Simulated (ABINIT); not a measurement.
The system is CaO.

```
CELL_PARAMETERS angstrom
0.00000 2.40356 2.40356
2.40356 0.00000 2.40356
2.40356 2.40356 0.00000
ATOMIC_POSITIONS crystal
Ca 0.00000 0.00000 0.00000
O 0.50000 0.50000 0.50000
```

The cell is a database's computed one.

Base run:

* Program: ABINIT 10.8.3 (patched build)
* Functional: PBEsol
* Potentials or basis: JTH PAW PBE v2.0
* Cutoff: 626 eV
* k mesh: 10 × 10 × 10
* Occupations: fermi-dirac, width 0.05 eV
* Spin: no spin polarisation

Its results: band gap on the k mesh 3.55 eV, indirect (least direct gap 3.93 eV); pressure -2.8 GPa.

**Question.** The run is repeated on the same cell with these changes: functional from PBEsol to AM05. What comes out?

**Answer.** Band gap on the k mesh 3.59 eV, indirect (least direct gap 3.97 eV); pressure -1.9 GPa.

Caveats: the PAW data sets were made with another functional, which shifts forces and pressure a little.

Not every run made on this cell is shown here.
